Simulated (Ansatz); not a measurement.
Runs of Ansatz 0.2.0 on Sb. The structure is monoclinic, space group P2_1/m (No. 11). Conventional cell: a = 4.528 Å, b = 4.421 Å, c = 6.500 Å, α = 90.00°, β = 101.72°, γ = 90.00°. Sb (site symmetry m) has 3 Sb at 2.92 to 2.98 Å as nearest neighbours. Around Sb (site symmetry m) lie 3 Sb at 2.92 to 2.98 Å. This isn't the form of Sb at room conditions, which is rhombohedral.

```csv
task,level,potentials or basis,k mesh,cutoff (eV),smearing,basis error allowed,mesh quality,gap on the mesh (eV),pressure (GPa),largest force (eV/Å)
band structure,PBEsol,"all-electron LAPW, inner shells corrected to Dirac's equation",6 × 6 × 4,210,fermi-dirac 0.05 eV,0.002 eV/atom,not flagged,-,-2.3,0.14
band structure,LDA,"all-electron LAPW, scalar-relativistic",6 × 6 × 4,210,fermi-dirac 0.05 eV,0.002 eV/atom,not flagged,-,(a),0.24
band structure,PBEsol,"all-electron LAPW, non-relativistic",6 × 6 × 4,210,fermi-dirac 0.05 eV,0.002 eV/atom,not flagged,-,-2.0,0.15
single point,PBEsol,"all-electron LAPW, scalar-relativistic",6 × 6 × 4,228,fermi-dirac 0.05 eV,0.001 eV/atom,not flagged,none,-2.3,0.15
phonons,PBEsol,"all-electron LAPW, scalar-relativistic",6 × 6 × 4,228,fermi-dirac 0.05 eV,0.002 eV/atom,not flagged,none,-,0.15
single point,PBEsol,"all-electron LAPW, scalar-relativistic",4 × 4 × 2,210,fermi-dirac 0.03 eV,0.002 eV/atom,coarse,none,(b),0.31
band structure,PBEsol,"all-electron LAPW, scalar-relativistic",6 × 6 × 4,210,fermi-dirac 0.05 eV,0.002 eV/atom,not flagged,-,-2.3,0.15
band structure,PBEsol,all-electron PAW datasets made for the crystal,6 × 6 × 4,140,fermi-dirac 0.05 eV,-,not flagged,-,-2.3,0.14
```

Alike in all rows: no spin polarisation; cell as given.

Q: Estimate the missing entries.

A: (a) -3.4; (b) -2.6.

Caveats: some runs use coarse meshes; relativity is left out, which matters for the heavier elements (some runs); a metal's response needs a denser mesh (some runs); the k mesh is thin for a metal, which can move the energy by tens of meV per atom (some runs).

A k mesh can miss the band edges, and the runs leave out spin-orbit coupling on Sb.

A gap of «none» marks a metal or a gap under the smearing width.

Not every run made on this cell is shown here.
